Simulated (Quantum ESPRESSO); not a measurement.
AlN: changing the choice of potentials or basis

```cif
data_structure
_symmetry_space_group_name_H-M 'P 1'
_symmetry_Int_Tables_number 1
_cell_length_a 3.1130
_cell_length_b 3.1130
_cell_length_c 4.9810
_cell_angle_alpha 90.000
_cell_angle_beta 90.000
_cell_angle_gamma 120.000
_cell_volume 41.80
loop_
_atom_site_label
_atom_site_type_symbol
_atom_site_fract_x
_atom_site_fract_y
_atom_site_fract_z
_atom_site_occupancy
Al1 Al 0.66667 0.33333 0.50000 1
Al2 Al 0.33333 0.66667 0.00000 1
N1 N 0.66667 0.33333 0.88000 1
N2 N 0.33333 0.66667 0.38000 1
```

Kept alike: task band structure; functional PBE; k mesh 10 × 10 × 6; occupations fermi-dirac, width 0.05 eV; no spin polarisation. Program: Quantum ESPRESSO. Cutoffs run from 612 to 1238 eV. The mesh is that of the run's cell of 4 atoms. No spin-orbit coupling.

```csv
choice of potentials or basis,pressure (GPa)
Ansatz NC SR PBE,3.61
GBRV 1.5 PBE,4.24
JTH 2.0 PBE,3.88
PseudoDojo 0.4 SR PBE stringent,3.35
PseudoDojo 0.4.1 SR PBE standard,3.35
PseudoDojo 0.5 SR PBE standard,3.35
PseudoDojo 0.5 SR PBE stringent,3.35
SG15 PBE 1.2,3.09
SPMS 1.0 PBE,3.73
SSSP 1.3 efficiency PBE,3.84
```

Pressure is positive in compression; the values hold the error of the finite cutoff, so their zero can differ a little from the energy's minimum.

What does the choice of potentials or basis change here?

The pressure runs from 3.09 (SG15 PBE 1.2) to 4.24 GPa (GBRV 1.5 PBE).
